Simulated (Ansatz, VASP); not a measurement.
**Two plane-wave programs on ZrB**

The input INCAR:

```
ALGO = Normal
EDIFF = 1E-6
ENCUT = 520
GGA = PS
ISIF = 2
ISMEAR = 0
LASPH = T
LCHARG = F
LREAL = F
LWAVE = F
NBANDS = 14
NELM = 100
PREC = Accurate
SIGMA = 0.05
```

File KPOINTS:

```
k-points
0
Gamma
  12 12 12
```

Contents of POSCAR:

```
ZrB
1.0
    0.0000000000      2.4318951324      2.4318951324
    2.4318951324      0.0000000000      2.4318951324
    2.4318951324      2.4318951324      0.0000000000
Zr B
1 1
Direct
    0.5000000000      0.5000000000      0.5000000000
    0.0000000000      0.0000000000      0.0000000000
```

Input for Ansatz:

```yaml
crystal:
  lattice:
    - [0.0, 2.4318951324, 2.4318951324]
    - [2.4318951324, 0.0, 2.4318951324]
    - [2.4318951324, 2.4318951324, 0.0]
  atoms:
    - { symbol: Zr, position: [0.5, 0.5, 0.5] }
    - { symbol: B, position: [0.0, 0.0, 0.0] }
basis:
  ecutwfc: 420
  ecutrho_ratio: 4
kpoints:
  mp_grid: { grid: [12, 12, 12] }
hamiltonian:
  xc: pbesol
scf:
  occupations: { method: gaussian, width: 0.05 }
output:
  forces: true
  stress: true
  eigenvalues: true
```

Alike in both runs: task single point; functional PBEsol; k mesh 12 × 12 × 12; occupations gaussian, width 0.05 eV; no spin polarisation.

|  | VASP | Ansatz |
| --- | --- | --- |
| version | VASP 6.6.1 | Ansatz 0.2.0 |
| potentials or method | VASP PAW PBE potentials, release 64 (Zr_sv, B) | scalar-relativistic, plane waves, PAW |
| plane-wave cutoff (eV) | 520 | 420 |
| valence electrons in the cell | 15 | 15 |

```csv
,VASP,Ansatz,Ansatz less VASP
gap on the k mesh at the Fermi level (eV),none,none,-
pressure (GPa),0.1,-0.1,-0.22
```

A gap of «none» marks a metal or a gap that the smearing closes.

Caveats: the PAW data sets were made with another functional, which shifts forces and pressure a little (VASP).
